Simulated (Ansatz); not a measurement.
**AlAs: Al interstitial**

Theory: Ansatz, DFT PBE, scalar-relativistic, plane waves, PAW. Settings: 420 eV cutoff, 2×2×2 k-mesh, shifted by half a step, Gaussian smearing of 0.01 eV, collinear spin in charge 0, +2 alone.

Host crystal, relaxed:

```
CELL_PARAMETERS angstrom
0.00000 2.86396 2.86396
2.86396 0.00000 2.86396
2.86396 2.86396 0.00000
ATOMIC_POSITIONS crystal
Al 0.00000 0.00000 0.00000
As 0.75000 0.75000 0.75000
```

Supercell of 32 atoms, rows in host cell vectors: 1 -3 1; 1 1 -3; 1 1 1. Atoms relax at the host's cell, keeping the symmetry that the supercell leaves at the site. The cell is small, so energies carry finite-size errors of tenths of an eV. The host's Kohn–Sham gap is 1.50 eV.

Defect: Al interstitial at (0.250, 0.250, 0.250) of the host cell, charge +2.

Q: Give the relaxed supercell.

A:
```
CELL_PARAMETERS angstrom
-5.72791 5.72791 -5.72791
-5.72791 -5.72791 5.72791
5.72791 5.72791 5.72791
ATOMIC_POSITIONS crystal
Al 0.74826 0.74826 0.49851
Al 0.50025 0.00000 0.50174
Al 0.49975 0.75149 0.74975
Al 0.27109 0.27109 0.52109
Al 0.25174 0.00000 0.75025
Al 0.24851 0.74826 0.99826
Al 0.00000 0.50025 0.50174
Al 0.00000 0.25174 0.75025
Al 0.00000 0.00000 0.97891
Al 0.00000 0.72891 0.25000
Al 0.75149 0.49975 0.74975
Al 0.74826 0.24851 0.99826
Al 0.72891 0.00000 0.25000
Al 0.49975 0.49975 0.00149
Al 0.50025 0.25174 0.25000
Al 0.25174 0.50025 0.25000
As 0.00000 0.00000 0.73632
As 0.75000 0.25000 0.75000
As 0.75302 0.00000 0.00302
As 0.51368 0.51368 0.76368
As 0.50000 0.25000 0.00000
As 0.48632 0.00000 0.25000
As 0.25000 0.75000 0.75000
As 0.25000 0.50000 0.00000
As 0.24698 0.24698 0.25000
As 0.24698 0.00000 0.49698
As 0.00000 0.75302 0.00302
As 0.00000 0.48632 0.25000
As 0.00000 0.24698 0.49698
As 0.75302 0.75302 0.25000
As 0.75000 0.50000 0.50000
As 0.50000 0.75000 0.50000
Al 0.00000 0.00000 0.25000
```
Around the defect: 4 Al at 2.69 Å, 6 As at 2.83 Å. The run ended with a moment of 0.50 μB, which may not be the ground spin state.